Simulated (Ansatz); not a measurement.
**HfN: energy along a strain**

HfN, Fm-3m, a = 4.518 Å (as given, not relaxed at this level: 5.4 GPa). Ansatz: PBE, PAW, 420 eV, Γ-centred 18×18×18 mesh on 2 atoms, Gaussian smearing 0.10 eV; no spin polarisation. Cell vectors (Å): 0.000 2.259 2.259; 2.259 0.000 2.259; 2.259 2.259 0.000. The cell is strained by x per cent times the pattern (1 -1 0 0 0 0) in the order xx yy zz yz xz xy (engineering shears), with fractional coordinates held. y is the free energy over the start, V0 = 11.528 Å³/atom. Symmetry makes y even in x.

| x (%) | y (meV/atom) |
| --- | --- |
| -2.00 | 14.35 |
| -1.00 | 3.55 |
| 0.00 | 0.00 |
| 0.25 | 0.23 |
| 0.50 | 0.90 |
| 0.75 | 2.00 |
| 1.25 | 5.56 |
| 1.50 | 8.02 |
| 1.75 | ? |

Question: Fit y = c2 x² + c4 x⁴ to the other rows, get the stiffness along the pattern, and predict the missing energy.

Answer: Least squares on the rows shown. y = 3.540 x² + 0.01175 x⁴. The clamped-ion stiffness p·C·p = 2 × 35.40 eV × 160.2 / 11.528 Å³ = 984 GPa (second derivative at the start, which stands under stress). At x = 1.75 the fit asked for gives 10.95 meV/atom. The run gave 10.95 meV/atom, the same to the digits shown.

The cell has an odd number of electrons and ran without spin polarisation, so a magnetic or disproportionated state may lie lower. Spin–orbit coupling is left out, which can shift energies with elements as heavy as these.

Cost: 9 runs of about 4.2 core-minutes in all, on AMD EPYC (Zen 3) (shared hosts).